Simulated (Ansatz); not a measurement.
# Diffusion barrier of B in Ti

Aim: the barrier when interstitial B hops to an equivalent place in Ti, in a supercell of 18 host sites. The ends are relaxed and joined by a climbing-image nudged elastic band.

Program: Ansatz 0.2.0. Level of theory: DFT PBEsol, scalar-relativistic, plane waves, PAW. These are calculated values, not measurements.

2 further runs of the same task are left out: 2 set aside as unsound or not needed.

### Step 1. The structure to begin with

Symmetry: P6_3/mmc, No. 194, hexagonal system. Conventional cell: a = 2.900 Å, b = 2.900 Å, c = 4.591 Å, α = 90.00°, β = 90.00°, γ = 120.00°. Ti (site symmetry -6m2) has 12 Ti at 2.84 to 2.90 Å as nearest neighbours.

As a file:

```
CELL_PARAMETERS angstrom
2.90044 0.00000 0.00000
-1.45022 2.51185 0.00000
0.00000 0.00000 4.59099
ATOMIC_POSITIONS crystal
Ti 0.33333 0.66667 0.25000
Ti 0.66667 0.33333 0.75000
```

It is the result of an earlier relaxation at this level (volume 16.72 Å³/atom; gap on the mesh: none (metal)).

### Step 2. The defect cell, relaxed

The supercell's rows are 1 -1 -1; -2 -1 -1; 1 2 -1 in vectors of the relaxed cell. Atom 19 is the B that will move.

Input file input.yaml:

```yaml
crystal:
  lattice:
    - [4.3506528002, -2.5118505654, -4.5909904469]
    - [-4.3506528002, -2.5118505654, -4.5909904469]
    - [0.0, 5.0237011307, -4.5909904469]
  atoms:
    - { symbol: Ti, position: [0.1388888889, 0.4722222222, 0.1388888889] }
    - { symbol: Ti, position: [0.8055555556, 0.4722222222, 0.4722222222] }
    - { symbol: Ti, position: [0.4722222222, 0.1388888889, 0.1388888889] }
    - { symbol: Ti, position: [0.4722222222, 0.4722222222, 0.8055555556] }
    - { symbol: Ti, position: [0.1388888889, 0.1388888889, 0.4722222222] }
    - { symbol: Ti, position: [0.8055555556, 0.8055555556, 0.1388888889] }
    - { symbol: Ti, position: [0.8055555556, 0.1388888889, 0.8055555556] }
    - { symbol: Ti, position: [0.4722222222, 0.8055555556, 0.4722222222] }
    - { symbol: Ti, position: [0.1388888889, 0.8055555556, 0.8055555556] }
    - { symbol: Ti, position: [0.1944444444, 0.1944444444, 0.8611111111] }
    - { symbol: Ti, position: [0.8611111111, 0.1944444444, 0.1944444444] }
    - { symbol: Ti, position: [0.5277777778, 0.8611111111, 0.8611111111] }
    - { symbol: Ti, position: [0.5277777778, 0.1944444444, 0.5277777778] }
    - { symbol: Ti, position: [0.1944444444, 0.8611111111, 0.1944444444] }
    - { symbol: Ti, position: [0.8611111111, 0.5277777778, 0.8611111111] }
    - { symbol: Ti, position: [0.8611111111, 0.8611111111, 0.5277777778] }
    - { symbol: Ti, position: [0.5277777778, 0.5277777778, 0.1944444444] }
    - { symbol: Ti, position: [0.1944444444, 0.5277777778, 0.5277777778] }
    - { symbol: B, position: [-0.0190276566, 0.0061840571, 0.0057658731] }
basis:
  ecutwfc: 420
  xc_grid: 2
kpoints:
  mp_grid: { grid: [4, 4, 4], shift: [0.5, 0.5, 0.5] }
hamiltonian:
  xc: pbesol
scf:
  occupations: { method: gaussian, width: 0.1 }
output:
  forces: true
  stress: false
  eigenvalues: true
  write_density: true
  write_potential: true
  elf: true
  volumetric_format: npy
relax:
  adjacent_minimum: "off"
  f_tol: 0.02
  max_steps: 60
```

Command:

```
$ ansatz run input.yaml --threads 4 --pin off --max-ram 8192MiB --backend cpu --events-out ev --progress --plain --runs-dir out
```

Further runs follow: nudged elastic band, a jump of 2.51 Å.

What does the calculation give? Wanted: barrier forwards; barrier backwards; second end relative to first; highest image; neighbours of B at the start; at the top.

The runs gave:

| quantity | value |
| --- | --- |
| barrier forwards | 1.16 eV |
| barrier backwards | 1.16 eV |
| second end relative to first | 0.000 eV |
| highest image | 3 of 0 to 6, climbing |
| band iterations | 7 |
| neighbours of B at the start; at the top | 1 Ti at 2.13 Å, 2 Ti at 2.15 Å, 2 Ti at 2.20 Å, 1 Ti at 2.21 Å, 1 Ti at 3.13 Å; 1 Ti at 2.06 Å, 1 Ti at 2.07 Å, 2 Ti at 2.26 Å, 2 Ti at 2.27 Å |

In words: The top lies 1.16 eV above the first end, or 45 kT at room temperature; with a typical attempt rate of 10^13 per second that is roughly 10^-6 events a second. Both ends agree in energy to 1 meV. The input switches the test of curvatures off, so the top was not shown to be a first-order saddle. In a cell of 18 sites the barrier is good to about a tenth of an eV.
